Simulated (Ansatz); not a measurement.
# GaN (F-43m) in Ansatz: notebook

The runs below take GaN through single point, with PBEsol.

All numbers are computed with Ansatz 0.2.0; they aren't measurements. Logs are shortened: lines on timing, memory, paths and dates and some standing lists are left out, and cuts for length are marked.

## (1) The structure

It takes space group F-43m (No. 216, cubic). Conventional cell: a = 4.507 Å, b = 4.507 Å, c = 4.507 Å, α = 90.00°, β = 90.00°, γ = 90.00°. Ga (site symmetry -43m) is surrounded by 4 N at 1.95 Å. N (site symmetry -43m) has 4 Ga at 1.95 Å as nearest neighbours.

The cell is a database's computed one.

## (2) Single point, PBEsol, 10.76 Å³/atom (volume scaled by 0.94)

Input file input.yaml:

```yaml
crystal:
  lattice:
    - [0.0, 2.2074978911, 2.2074978911]
    - [2.2074978911, 0.0, 2.2074978911]
    - [2.2074978911, 2.2074978911, 0.0]
  atoms:
    - { symbol: Ga, position: [0.0, 0.0, 0.0] }
    - { symbol: "N", position: [0.25, 0.25, 0.25] }
kpoints:
  mp_grid: { grid: [10, 10, 10] }
scf:
  occupations: { method: fermi_dirac, width: 0.05 }
hamiltonian:
  xc: pbesol
  pseudopotentials: { kind: all_electron, lapw: { basis_error: 0.0005 } }
output:
  forces: true
  stress: true
  eigenvalues: true
```

Potentials or basis: all-electron LAPW, scalar-relativistic.

Launch:

```sh
> ansatz run input.yaml --threads 1 --pin off --max-ram 3072MiB --backend cpu --events-out ev --progress --plain --runs-dir out
```

The program printed:

```text
Warning: RAYON_NUM_THREADS=1 ignored (pool sized by the plan → 1); use --threads N
LAPW: plane waves up to 11.168 Å⁻¹, error target 5.0e-4 eV per atom; small_component_spin mean_spin; N in spheres of 0.839 Å, 7 of its electrons in bands, Dirac shells []; Ga in spheres of 1.073 Å, 21 of its electrons in bands, Dirac shells [] (how accurate: hamiltonian.pseudopotentials.lapw.basis_error, Limitations)
Engine: ansatz 0.2.0, x86_64-unknown-linux-gnu
Pseudopotentials: kind: all_electron
Pseudopotential: Ga, LAPW, valence charge 21, lapw/all_electron/scalar/gaussian/Ga, Koelling and Harmon's equation, gaussian nucleus
Pseudopotential: N, LAPW, valence charge 7, lapw/all_electron/scalar/gaussian/N, Koelling and Harmon's equation, gaussian nucleus
Functional definition: PBEsol
  exchange = pbesol_x
  correlation = pbesol_c
Crystal: 2 atoms, lattice volume = 21.514 Å³
Basis set: ecut = 475.2111401127321 eV, 531 PW (Γ), exchange–correlation at level 2
Bands: 18, of which v1, the nominal top of the filled ones, is band 14 counted from 1 (13 counted from 0)
Symmetry: 24 space group operations
Space group: F-43m (ITA 216), of the structure as read, at distance tolerance 2.8e-5 Å
k-points: 47 of 1000 (time reversal used)
Non-local potential: Ga, projectors of the file, none
Non-local potential: N, projectors of the file, none
Initial density: superposition of atomic densities (chi_scale 0.1, normalization cell, long waves kept (reshape's long-wave potential 0.00 eV rms))
Initial wavefunctions: plane waves of lowest kinetic energy (no species holds an atomic orbital)
Functional: x = pbesol(κ = 0.804, μ = 0.12345679012345678), c = pbesol(β = 0.046)
iter 1 solved again at ethr=1.81e-2 eV; its pass at ethr=1.00e-1 eV (dr2=5.08e0 eV) is discarded
SCF iter   1: F=—  HF=-54347.768560 eV  |F-HF|=—  |Δ(HF+E_count)|=         —  Δρ=1.40e-1  dr2=5.08e0  ethr=1.81e-2  ⟨swp⟩=2.0  Hψ=5504  notcnv=0
preconditioner: auto → none  [insulator: Δε(μ)=3.499 eV  Ē_g=18.734 eV  σ=0.050 eV  W_gap=1.00  n_scr=14 (ndim 8)  ℏωp=34.0 eV  f_vac=0.000  D(μ)=0.00/eV (n_scr^D=0)  ε∞_Penn≈4.3]
SCF iter   2: F=—  HF=-54346.199111 eV  |F-HF|=—  |Δ(HF+E_count)|=    1.57e0  Δρ=5.62e-2  dr2=5.39e-1  ethr=1.81e-2  ⟨swp⟩=3.0  Hψ=2675  notcnv=0
iter 3 solved again at ethr=1.23e-4 eV; its pass at ethr=1.93e-3 eV (dr2=3.45e-2 eV) is discarded
SCF iter   3: F=—  HF=-54345.786443 eV  |F-HF|=—  |Δ(HF+E_count)|=   4.13e-1  Δρ=1.48e-2  dr2=3.45e-2  ethr=1.23e-4  ⟨swp⟩=2.0  Hψ=4424  notcnv=0
SCF iter   4: F=—  HF=-54345.780436 eV  |F-HF|=—  |Δ(HF+E_count)|=         —  Δρ=2.93e-3  dr2=1.71e-3  ethr=1.23e-4  ⟨swp⟩=2.0  Hψ=2489  notcnv=0
the basis was enlarged: its passes take 239.1 KiB over the memory plan, 1 of 1 planned eigensolver slots
SCF iter   5: F=—  HF=-54345.776105 eV  |F-HF|=—  |Δ(HF+E_count)|=   4.33e-3  Δρ=3.57e-4  dr2=2.46e-5  ethr=6.11e-6  ⟨swp⟩=2.2  Hψ=2362  notcnv=0
SCF iter   6: F=—  HF=-54345.776059 eV  |F-HF|=—  |Δ(HF+E_count)|=   4.63e-5  Δρ=1.91e-4  dr2=2.79e-6  ethr=8.78e-8  ⟨swp⟩=3.0  Hψ=2444  notcnv=0
SCF iter   7: F=—  HF=-54345.776059 eV  |F-HF|=—  |Δ(HF+E_count)|=   6.62e-7  Δρ=3.36e-5  dr2=9.59e-8  ethr=9.95e-9  ⟨swp⟩=2.3  Hψ=2356  notcnv=0
SCF iter   8: F=-54345.776059 eV  HF=-54345.776059 eV  |F-HF|=3.27e-10  |Δ(HF+E_count)|=   3.46e-8  Δρ=2.68e-6  dr2=7.74e-10  ethr=3.43e-10  ⟨swp⟩=2.8  Hψ=2393  notcnv=0
SCF 1 converged in 8 iterations: F = -54345.776059 eV  dr2 = 7.74e-10
SCF converged after 8 iterations
Free energy (F): -54345.776059 eV
Harris-Foulkes:  -54345.776059 eV  (|F-HF|=3.27e-10)
Internal energy: -54345.776059 eV  (E = F + TS)
E sigma→0 (E₀):  -54345.776059 eV
Fermi energy:    13.429882 eV
--- Per-component energies (eV) ---
  E_band       = -1421.593024
  E_kinetic    = 55379.521378
  E_xc         = -2203.549402
  E_electrostatic = -107521.748035  (all electrons and nuclei)
  E_smearing   = -0.000000  (= −TS)
  E_closure    = 0.000000  (closes the sum)
  E_atoms      = -54332.698276  (free atoms, spherical and without spin; not in F)
  Σ components = -54345.776059   (vs F -54345.776059, Δ=0.00e0)
  Basis errors (estimates in eV, not in F): energy 2.2e-4 per atom: plane waves 2.0e-4 (1.2e-4 summed), levels above the bands 3.0e-101, relativity 1.5e-8, radial functions 1.7e-5, core shells 4.2e-10; eigenvalues (radial functions only) 1.7e-6; not estimated: angular momenta, meshes, grids; target (lapw.basis_error) 5.0e-4; muffin-tin radii N 0.839 Å, Ga 1.073 Å
--- Forces (eV/Å), atoms counted from 1 ---
  atom   1  Ga    -0.00000000     0.00000000     0.00000000
  atom   2  N      0.00000000    -0.00000000    -0.00000000
  max |Σ_I F_I| component: 9.25e-17 eV/Å
--- Stress (GPa, compression-positive) ---
       11.888066       0.000000       0.000000
        0.000000      11.888066       0.000000
        0.000000       0.000000      11.888066
  P = ⅓ Tr σ = 11.8881 GPa (118.881 kbar)
--- Band table (eV; the first three rows and the last of 47) ---
  k-point 0: bands = ["-361.1746", "-129.3082", "-80.2245", "-80.2245", "-80.2245", "-4.1257", "-1.2141", "-1.2141", "-1.2141", "-0.8269", "-0.8269", "12.3509", "12.3509", "12.3509", "14.4251", "22.9434", "22.9434", "22.9434"]
  k-point 1: bands = ["-361.1746", "-129.3082", "-80.2247", "-80.2245", "-80.2245", "-4.0003", "-1.1978", "-1.1978", "-1.1795", "-0.8286", "-0.8286", "11.2601", "12.2341", "12.2341", "15.2431", "22.4384", "23.1211", "23.1211"]
  k-point 2: bands = ["-361.1746", "-129.3081", "-80.2252", "-80.2246", "-80.2246", "-3.6771", "-1.1600", "-1.1600", "-1.0270", "-0.8275", "-0.8275", "9.3593", "11.9474", "11.9474", "16.3286", "21.6420", "23.3946", "23.3946"]
  k-point 46: bands = ["-361.1746", "-129.3080", "-80.2261", "-80.2258", "-80.2254", "-2.7959", "-1.0574", "-0.9893", "-0.8323", "-0.7964", "1.2153", "6.3046", "8.4262", "8.4397", "18.1841", "21.0847", "23.4804", "23.6696"]
```

It took 39 s on 1 thread of Intel Xeon at 2.50GHz (Skylake/Cascade Lake), shared host; peak memory 0.33 GiB.

What came out:

| Quantity | Value |
| --- | --- |
| Free energy | -54345.7761 eV |
| Pressure | 11.9 GPa |
| Band gap on the k mesh | 2.07 eV, direct |

## (3) Single point, PBEsol, 10.99 Å³/atom (volume scaled by 0.96)

Edit input.yaml of step 2 so:

```diff
@@ -2,5 +2,5 @@
   lattice:
-    - [0.0, 2.2074978911, 2.2074978911]
-    - [2.2074978911, 0.0, 2.2074978911]
-    - [2.2074978911, 2.2074978911, 0.0]
+    - [0.0, 2.2230441631, 2.2230441631]
+    - [2.2230441631, 0.0, 2.2230441631]
+    - [2.2230441631, 2.2230441631, 0.0]
   atoms:
```

Potentials or basis: all-electron LAPW, scalar-relativistic.

Launch:

```sh
> ansatz run input.yaml --threads 1 --pin off --max-ram 3072MiB --backend cpu --events-out ev --progress --plain --runs-dir out
```

Run time: 37 s. Hardware: 1 thread of Intel Xeon at 2.50GHz (Skylake/Cascade Lake), shared host; peak memory 0.33 GiB.

The run converged. Its results:

```yaml
Free_energy: -54345.8030 eV
Pressure: 7.1 GPa
Band_gap_on_the_k_mesh: 1.94 eV, direct
```

## (4) Single point, PBEsol, 11.21 Å³/atom (volume scaled by 0.98)

Edit input.yaml of step 3 so:

```diff
@@ -2,5 +2,5 @@
   lattice:
-    - [0.0, 2.2230441631, 2.2230441631]
-    - [2.2230441631, 0.0, 2.2230441631]
-    - [2.2230441631, 2.2230441631, 0.0]
+    - [0.0, 2.2383759866, 2.2383759866]
+    - [2.2383759866, 0.0, 2.2383759866]
+    - [2.2383759866, 2.2383759866, 0.0]
   atoms:
```

Launch:

```sh
> ansatz run input.yaml --threads 1 --pin off --max-ram 3072MiB --backend cpu --events-out ev --progress --plain --runs-dir out
```

Wall time 37 s (1 thread of Intel Xeon at 2.50GHz (Skylake/Cascade Lake), shared host); peak memory 0.33 GiB.

The run converged. Its results:

| Item | Value |
| --- | --- |
| Free energy | -54345.8169 eV |
| Pressure | 2.8 GPa |
| Band gap on the k mesh | 1.81 eV, direct |

## (5) Single point, PBEsol, 11.44 Å³/atom

Edit input.yaml of step 4 so:

```diff
@@ -2,5 +2,5 @@
   lattice:
-    - [0.0, 2.2383759866, 2.2383759866]
-    - [2.2383759866, 0.0, 2.2383759866]
-    - [2.2383759866, 2.2383759866, 0.0]
+    - [0.0, 2.2535006075, 2.2535006075]
+    - [2.2535006075, 0.0, 2.2535006075]
+    - [2.2535006075, 2.2535006075, 0.0]
   atoms:
```

Launch:

```sh
> ansatz run input.yaml --threads 1 --pin off --max-ram 3072MiB --backend cpu --events-out ev --progress --plain --runs-dir out
```

Wall time 32 s (1 thread of Intel Xeon at 2.50GHz (Skylake/Cascade Lake), shared host); peak memory 0.33 GiB.

The run converged. Its results:

- Free energy: -54345.8192 eV
- Pressure: -1.1 GPa
- Band gap on the k mesh: 1.68 eV, direct

## (6) Single point, PBEsol, 11.67 Å³/atom (volume scaled by 1.02)

Edit input.yaml of step 5 so:

```diff
@@ -2,5 +2,5 @@
   lattice:
-    - [0.0, 2.2535006075, 2.2535006075]
-    - [2.2535006075, 0.0, 2.2535006075]
-    - [2.2535006075, 2.2535006075, 0.0]
+    - [0.0, 2.2684248875, 2.2684248875]
+    - [2.2684248875, 0.0, 2.2684248875]
+    - [2.2684248875, 2.2684248875, 0.0]
   atoms:
```

Potentials or basis: all-electron LAPW, scalar-relativistic.

Launch:

```sh
> ansatz run input.yaml --threads 1 --pin off --max-ram 3072MiB --backend cpu --events-out ev --progress --plain --runs-dir out
```

It took 39 s on 1 thread of Intel Xeon at 2.50GHz (Skylake/Cascade Lake), shared host; peak memory 0.34 GiB.

The run converged. Its results:

```
Free energy            : -54345.8109 eV
Pressure               : -4.6 GPa
Band gap on the k mesh : 1.55 eV, direct
```

## (7) Single point, PBEsol, 11.90 Å³/atom (volume scaled by 1.04)

Edit input.yaml of step 6 so:

```diff
@@ -2,5 +2,5 @@
   lattice:
-    - [0.0, 2.2684248875, 2.2684248875]
-    - [2.2684248875, 0.0, 2.2684248875]
-    - [2.2684248875, 2.2684248875, 0.0]
+    - [0.0, 2.283155332, 2.283155332]
+    - [2.283155332, 0.0, 2.283155332]
+    - [2.283155332, 2.283155332, 0.0]
   atoms:
```

Launch:

```sh
> ansatz run input.yaml --threads 1 --pin off --max-ram 3072MiB --backend cpu --events-out ev --progress --plain --runs-dir out
```

Run time: 37 s. Hardware: 1 thread of Intel Xeon at 2.50GHz (Skylake/Cascade Lake), shared host; peak memory 0.33 GiB.

It converged, with:

```
Free energy            : -54345.7933 eV
Pressure               : -7.7 GPa
Band gap on the k mesh : 1.43 eV, direct
```

## (8) Single point, PBEsol, 12.13 Å³/atom (volume scaled by 1.06)

Edit input.yaml of step 7 so:

```diff
@@ -2,5 +2,5 @@
   lattice:
-    - [0.0, 2.283155332, 2.283155332]
-    - [2.283155332, 0.0, 2.283155332]
-    - [2.283155332, 2.283155332, 0.0]
+    - [0.0, 2.2976981147, 2.2976981147]
+    - [2.2976981147, 0.0, 2.2976981147]
+    - [2.2976981147, 2.2976981147, 0.0]
   atoms:
```

Launch:

```sh
> ansatz run input.yaml --threads 1 --pin off --max-ram 3072MiB --backend cpu --events-out ev --progress --plain --runs-dir out
```

It took 39 s on 1 thread of Intel Xeon at 2.50GHz (Skylake/Cascade Lake), shared host; peak memory 0.33 GiB.

Results (log left out):

| Item | Value |
| --- | --- |
| Free energy | -54345.7671 eV |
| Pressure | -10.5 GPa |
| Band gap on the k mesh | 1.31 eV, direct |
